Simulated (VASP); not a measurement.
# AgCl (Chlorargyrite) (Fm-3m) in VASP: notebook, part 4 of 4

VASP 6.6.1. Earlier steps stand in the parts before.

### Step 5. EvGW0 quasiparticle levels, PBE

Contents of POSCAR:

```
AgCl
1.0
    0.0000000000      2.7350000000      2.7350000000
    2.7350000000      0.0000000000      2.7350000000
    2.7350000000      2.7350000000      0.0000000000
Ag Cl
1 1
Direct
    0.0000000000      0.0000000000      0.0000000000
    0.5000000000      0.5000000000      0.5000000000
```

Contents of INCAR.step1:

```
  PREC = Accurate
  ENCUT = 500
  EDIFF = 1E-8
  ISMEAR = 0
  SIGMA = 0.01
  LREAL = False
  LASPH = True
  NELM = 80
  ALGO = Normal
  LWAVE = True
  LCHARG = False
  GGA = PE
  KPAR = 4
```

Contents of INCAR.step2:

```
  PREC = Accurate
  ENCUT = 500
  EDIFF = 1E-8
  ISMEAR = 0
  SIGMA = 0.01
  LREAL = False
  LASPH = True
  NELM = 1
  ALGO = Exact
  LWAVE = True
  LCHARG = False
  GGA = PE
  NBANDS = 271
  LOPTICS = True
  ISTART = 1
  KPAR = 4
```

Contents of INCAR.step3:

```
  PREC = Accurate
  ENCUT = 500
  EDIFF = 1E-8
  ISMEAR = 0
  SIGMA = 0.01
  LREAL = False
  LASPH = True
  ALGO = EVGW0
  LWAVE = False
  LCHARG = False
  GGA = PE
  NELMGW = 4
  NBANDS = 271
  ENCUTGW = 200
  NOMEGA = 50
  PRECFOCK = Fast
  ISTART = 1
  NBANDSGW = 17
  KPAR = 4
```

Contents of KPOINTS:

```
regular mesh
0
Gamma
  4 4 4
```

Potentials or basis: VASP PAW PBE potentials, release 64 (Ag_GW, Cl_GW).

Started as:

```
$ cat potpaw_PBE.64/Ag_GW/POTCAR potpaw_PBE.64/Cl_GW/POTCAR > POTCAR
$ cp INCAR.step1 INCAR
$ mpirun -np 4 vasp_std > vasp.out
$ cp INCAR.step2 INCAR
$ mpirun -np 4 vasp_std > vasp.out
$ cp INCAR.step3 INCAR
$ mpirun -np 4 vasp_std > vasp.out
```

OUTCAR:

```text
PREC = Accurate
   ENCUT = 500
   EDIFF = 1E-8
   ISMEAR = 0
   LREAL = False
   LASPH = True
   GGA = PE
   NELMGW = 4
   ENCUTGW = 200
   PRECFOCK = Fast
   ISTART = 1

 ion  position               nearest neighbor table
   1  0.000  0.000  0.000-   2 2.73   2 2.73   2 2.73   2 2.73   2 2.73   2 2.73
   2  0.500  0.500  0.500-   1 2.73   1 2.73   1 2.73   1 2.73   1 2.73   1 2.73

  LATTYP: Found a face centered cubic cell.
 ALAT       =     5.4700000000

  Lattice vectors:

 A1 = (   0.0000000000,   2.7350000000,   2.7350000000)
 A2 = (   2.7350000000,   0.0000000000,   2.7350000000)
 A3 = (   2.7350000000,   2.7350000000,   0.0000000000)

Analysis of symmetry for initial positions (statically):
=====================================================================
 Subroutine PRICEL returns:
 Original cell was already a primitive cell.

 Routine SETGRP: Setting up the symmetry group for a
 face centered cubic supercell.

 Subroutine GETGRP returns: Found 48 space group operations
 (whereof 48 operations were pure point group operations)
 out of a pool of 48 trial point group operations.

The static configuration has the point symmetry O_h .

Analysis of symmetry for dynamics (positions and initial velocities):
=====================================================================
 Subroutine PRICEL returns:
 Original cell was already a primitive cell.

 Routine SETGRP: Setting up the symmetry group for a
 face centered cubic supercell.

 Subroutine GETGRP returns: Found 48 space group operations
 (whereof 48 operations were pure point group operations)
 out of a pool of 48 trial point group operations.

The dynamic configuration has the point symmetry O_h .
[... 75 lines left out ...]
   ICHARG =      0    charge: 1-file 2-atom 10-const
   ISPIN  =      1    spin polarized calculation?
   LNONCOLLINEAR =      F non collinear calculations
   LSORBIT =      F    spin-orbit coupling
   LASPH  =      T    aspherical Exc in radial PAW
   ENCUT  =  500.0 eV  36.75 Ry    6.06 a.u.   7.05  7.05  7.05*2*pi/ulx,y,z
   NELM   =     60;   NELMIN=  2; NELMDL=  0     # of ELM steps
   EDIFF  = 0.1E-07   stopping-criterion for ELM
   LREAL  =      F    real-space projection
   EDIFFG = 0.1E-06   stopping-criterion for IOM
   NSW    =      0    number of steps for IOM
   IBRION =     -1    ionic relax: 0-MD 1-quasi-New 2-CG
   NFREE  =      0    steps in history (QN), initial steepest desc. (CG)
   ISIF   =      0    stress and relaxation
   ISYM   =      3    0-nonsym 1-usesym 2-fastsym
   POTIM  = 0.5000    time-step for ionic-motion
   TEBEG  =    0.0;   TEEND  =   0.0 temperature during run
   PSTRESS=    0.0 pullay stress
   NELECT =      18.0000    total number of electrons
   NUPDOWN=      -1.0000    fix difference up-down
   EMIN   =  10.00;   EMAX   =-10.00  energy-range for DOS
   EFERMI =   0.00;   METHOD = LEGACY
   ISMEAR =     0;   SIGMA  =   0.01  broadening in eV -4-tet -1-fermi 0-gaus
   EFERMI_NEDOS =   21; number of points for ismear=-14 and -15
   IALGO  =     38    algorithm
   IMIX   =      4    mixing-type and parameters
     AMIX     =   0.40;   BMIX     =  1.00
     AMIX_MAG =   1.60;   BMIX_MAG =  1.00
  volume/ion in A,a.u.               =      20.46       138.06
  Fermi-wavevector in a.u.,A,eV,Ry     =   1.245083  2.352866 21.092186  1.550232
  Thomas-Fermi vector in A             =   2.379321
   LORBIT       =      0    0 simple, 1 ext, 2 COOP (PROOUT), +10 PAW based schemes
   GGA     = PE    functional components
   LHFCALC =     T    Hartree Fock is set to
   PRECFOCK=fast      Normal, Fast or Accurate (Low or Medium for compatibility)
   ENCUT4O =  -1.0   cutoff for four orbital integrals eV
   NKREDX  =     1    reduce k-point grid by
   NKREDY  =     1    reduce k-point grid by
   NKREDZ  =     1    reduce k-point grid by
   AEXX    =    1.0000 exact exchange contribution
   HFSCREEN=    0.0000 screening length (either q_TF or 0.3 A-1)
   HFSCREENC=   0.0000 screening length for correlation (either q_TF or 0.3 A-1)
   ENCUTFOCK=  -1.0 apply spherical cutoff to Coloumb kernel
   IVDW    =     0    specifies the selected vdW correction
   LEPSILON=     F    determine dielectric tensor
   LRPA    =     F    only Hartree local field effects (RPA)
   LRPAFORCE           =     F    calculate RPA forces
   ENCUTGW             = 200.0    cutoff for response function in eV
   ENCUTGWSOFT         = 160.0    soft cutoff for Coulomb kernel in GW response function in eV
   ENCUTLF             =  -1.0    cutoff for local field effects
   NELMGW              =     4    number of iterations in solving QP/BSE equation
   NELMHF              =     1    number of iterations in the inner HF iteration
   NKREDLFX            =     1    NKREDLFY  =   1   NKREDLFZ  =   1
 non-spin polarized calculation
 Gauss-broadening in eV      SIGMA  =   0.01
  energy-cutoff  :      500.00
  volume of cell :       40.92
 maximum number of plane-waves:      1056
  NGX = 16; NGY = 16; NGZ = 16
   NGX = 15   NGY = 15   NGZ = 15
 maximum number of plane-waves:       274

 QP shifts <psi_nk| G(iteration)W_0 |psi_nk>: iteration 1
 for sc-GW calculations column KS-energies equals QP-energies in previous step
 and V_xc(KS)=  KS-energies - (<T + V_ion + V_H > + <T+V_H+V_ion>^1  + <V_x>^1)

 k-point   1 :       0.0000    0.0000    0.0000
  band No.  KS-energies  QP-energies   sigma(KS)   V_xc(KS)     V^pw_x(r,r')   Z            occupation Imag(sigma)

      1     -11.1768     -11.8882     -15.9319     -14.8168     -24.0392       0.6380       2.0000       1.0774
      2       1.6305      -0.1382     -16.7430     -14.2891     -21.0098       0.7208       2.0000       0.2260
      3       1.6305      -0.1382     -16.7430     -14.2891     -21.0098       0.7208       2.0000       0.2260
      4       1.6305      -0.1382     -16.7430     -14.2891     -21.0098       0.7208       2.0000       0.2260
      5       1.6752      -0.0538     -16.9994     -14.5763     -21.4703       0.7135       2.0000       0.2558
      6       1.6752      -0.0538     -16.9994     -14.5763     -21.4703       0.7135       2.0000       0.2558
[... 653 lines left out ...]
      3      -1.6793      -1.7009     -14.6043      12.8951     -17.9539       0.7221       2.0000       0.0436
      4      -1.6793      -1.7009     -14.6043      12.8951     -17.9539       0.7221       2.0000       0.0436
      5      -0.0678      -0.0921     -16.9172      16.8161     -20.9782       0.7286       2.0000       0.1920
      6      -0.0678      -0.0921     -16.9172      16.8161     -20.9782       0.7286       2.0000       0.1920
[... 9 lines left out ...]
     16      18.3370      18.3371     -10.2921      28.6293      -4.4028       0.7872       0.0000      -0.4978
     17      19.7423      19.7418     -11.3559      31.0976      -5.1859       0.7537       0.0000      -0.4585
```

Wall time 8.6 min (4 MPI ranks of AMD EPYC 7R13 (Zen 3), shared host); peak memory 0.55 GiB.

Results:

```
Band gap on the k mesh, mean-field level : 0.90 eV, indirect (least direct gap 3.39 eV)
Quasiparticle gap                        : 2.73 eV
Least direct quasiparticle gap           : 4.92 eV
```

Levels at points of the mesh, in eV from the valence-band top:
| k point | band 7 | band 8 | band 9 | band 10 | band 11 | band 12 |
| --- | --- | --- | --- | --- | --- | --- |
| (0.00, 0.00, 0.00) | -2.49 | -2.49 | -2.49 | 0.90 | 10.67 | 10.67 |
| (0.50, 0.00, 0.00) | -1.88 | 0.00 | 0.00 | 4.11 | 6.77 | 7.52 |
| (0.50, 0.50, 0.00) | -2.09 | -2.09 | -1.97 | 2.30 | 7.90 | 8.77 |

Quasiparticle gap after each update of the energies (eV): 2.37, 2.66, 2.72, 2.73

Caveat: the k mesh is coarse (spacing up to 0.50 Å⁻¹), so the values aren't converged; bands, screening cutoff and mesh are small and nothing is extrapolated, so the quasiparticle values aren't converged. A k mesh can miss the band edges.

### Step 6. Band structure, PBEsol

POSCAR is that of step 5.

Contents of INCAR.step1:

```
PREC = Accurate
ENCUT = 520
EDIFF = 1E-6
ISMEAR = 0
SIGMA = 0.02
LREAL = False
LASPH = True
NELM = 100
ALGO = Fast
ISIF = 2
LWAVE = False
LCHARG = True
LMAXMIX = 4
GGA = PS
NBANDS = 16
```

Contents of KPOINTS.step1:

```
regular mesh
0
Gamma
  8 8 8
```

Contents of INCAR.step2:

```
PREC = Accurate
ENCUT = 520
EDIFF = 1E-6
ISMEAR = 0
SIGMA = 0.05
LREAL = False
LASPH = True
NELM = 100
ALGO = Fast
ISIF = 2
LWAVE = False
LCHARG = False
LMAXMIX = 4
GGA = PS
NBANDS = 16
ICHARG = 11
```

Contents of KPOINTS.step2:

```
path GXWKGLUWLK,UX
10
line-mode
reciprocal
 0.0000000000  0.0000000000  0.0000000000  G
 0.5000000000  0.0000000000  0.5000000000  X

 0.5000000000  0.0000000000  0.5000000000  X
 0.5000000000  0.2500000000  0.7500000000  W

 0.5000000000  0.2500000000  0.7500000000  W
 0.3750000000  0.3750000000  0.7500000000  K

 0.3750000000  0.3750000000  0.7500000000  K
 0.0000000000  0.0000000000  0.0000000000  G

 0.0000000000  0.0000000000  0.0000000000  G
 0.5000000000  0.5000000000  0.5000000000  L

 0.5000000000  0.5000000000  0.5000000000  L
 0.6250000000  0.2500000000  0.6250000000  U

 0.6250000000  0.2500000000  0.6250000000  U
 0.5000000000  0.2500000000  0.7500000000  W

 0.5000000000  0.2500000000  0.7500000000  W
 0.5000000000  0.5000000000  0.5000000000  L

 0.5000000000  0.5000000000  0.5000000000  L
 0.3750000000  0.3750000000  0.7500000000  K

 0.6250000000  0.2500000000  0.6250000000  U
 0.5000000000  0.0000000000  0.5000000000  X
```

Potentials or basis: VASP PAW PBE potentials, release 64 (Ag, Cl).

Started as:

```
$ cat potpaw_PBE.64/Ag/POTCAR potpaw_PBE.64/Cl/POTCAR > POTCAR
$ cp INCAR.step1 INCAR
$ cp KPOINTS.step1 KPOINTS
$ mpirun -np 1 vasp_std > vasp.out
$ cp INCAR.step2 INCAR
$ cp KPOINTS.step2 KPOINTS
$ mpirun -np 1 vasp_std > vasp.out
```

Run time: 70 s. Hardware: 1 thread of AMD EPYC 7R43 (Zen 3), shared host; peak memory 0.17 GiB.

It converged, with:

```
Band gap on the k mesh  : 0.72 eV, indirect (least direct gap 3.18 eV)
Band gap along the path : 0.72 eV, indirect (least direct gap 2.99 eV)
```

Levels at the corners of the path, in eV from the valence-band top:
```csv
point,band 7,band 8,band 9,band 10,band 11,band 12
Γ,-2.51,-2.51,-2.51,0.72,10.73,10.73
X,-2.10,-2.10,-1.99,2.16,7.80,8.60
X,-2.10,-2.10,-1.99,2.16,7.80,8.60
W,-2.10,-2.09,-1.31,4.16,7.73,7.73
W,-2.10,-2.09,-1.31,4.16,7.73,7.73
K,-1.98,-1.78,-1.15,3.47,7.09,8.02
K,-1.98,-1.78,-1.15,3.47,7.09,8.02
Γ,-2.51,-2.51,-2.51,0.72,10.73,10.73
Γ,-2.51,-2.51,-2.51,0.72,10.73,10.73
L,-1.90,0.00,0.00,3.92,6.67,7.45
L,-1.90,0.00,0.00,3.92,6.67,7.45
U,-1.98,-1.78,-1.15,3.47,7.09,8.02
U,-1.98,-1.78,-1.15,3.47,7.09,8.02
W,-2.10,-2.09,-1.31,4.16,7.73,7.73
W,-2.10,-2.09,-1.31,4.16,7.73,7.73
L,-1.90,0.00,0.00,3.92,6.67,7.45
L,-1.90,0.00,0.00,3.92,6.67,7.45
K,-1.98,-1.78,-1.15,3.47,7.09,8.02
U,-1.98,-1.78,-1.15,3.47,7.09,8.02
X,-2.10,-2.10,-1.99,2.16,7.80,8.60
```

Caveat: the log is that of the step along the path at fixed density, whose energy, stress, charges and moments have no meaning; the PAW data sets were made with another functional, which shifts forces and pressure a little.

### Step 7. The reference run

An earlier run on the cell as given: functional PBEsol; potentials or basis VASP PAW PBE potentials, release 64 (Ag, Cl); cutoff 520 eV; k mesh 8 × 8 × 8; occupations fermi-dirac, width 0.05 eV; no spin polarisation.

- Pressure: -0.8 GPa
- Band gap on the k mesh: 0.72 eV, indirect (least direct gap 3.18 eV)

### Step 8. The runs side by side

```tsv
task	level	potentials or basis	spin	k mesh	cutoff (eV)	smearing	cutoff of the response function	frequency points	empty bands	GW scheme	GW iterations	mesh quality	gap on the mesh (eV)	pressure (GPa)
G0W0 quasiparticle levels	PBE	VASP PAW PBE potentials, release 64 (Ag_GW, Cl_GW)	off	4 × 4 × 4	500	gaussian 0.01 eV	100	64	92	G0W0	1	coarse	-	-
optical spectrum	r2SCAN+D3(BJ)	VASP PAW PBE potentials, release 64 (Ag, Cl_h)	SOC, no magnetisation	6 × 6 × 6	900	gaussian 0.01 eV	-	-	-	-	-	not flagged	-	1.0
evGW0 quasiparticle levels	PBE	VASP PAW PBE potentials, release 64 (Ag_GW, Cl_GW)	off	4 × 4 × 4	500	gaussian 0.01 eV	200	50	262	evGW0	4	coarse	-	-
band structure	PBEsol	VASP PAW PBE potentials, release 64 (Ag, Cl)	off	8 × 8 × 8	520	gaussian 0.02 eV	-	-	-	-	-	not flagged	0.72	-
single point	PBEsol	VASP PAW PBE potentials, release 64 (Ag, Cl)	off	8 × 8 × 8	520	fermi-dirac 0.05 eV	-	-	-	-	-	not flagged	0.72	-0.8
```

Alike in all rows: cell as given.

Caveats: some runs use coarse meshes; the PAW data sets were made with another functional, which shifts forces and pressure a little (some runs); bands, screening cutoff and mesh are small and nothing is extrapolated, so the quasiparticle values aren't converged (some runs); spectra need much finer meshes, so this one isn't converged (some runs); independent-particle spectra lack excitons (some runs).

Total energies depend on the potentials used, so only differences within one code and one set of settings carry meaning.

### Step 9. Comparison with measurements

Step 6. A measured gap of AgCl is 3.249 eV (indirect; a printed reference work, data compilation); the calculated 0.72 eV misses it by -2.53 eV. So large a miss can be the level of theory's own, or it may mean another phase, state or a wrong row. Spin-orbit coupling on Ag is left out. The value is that of PBEsol, without temperature or zero-point motion. Semilocal functionals fall short of measured gaps as a rule.
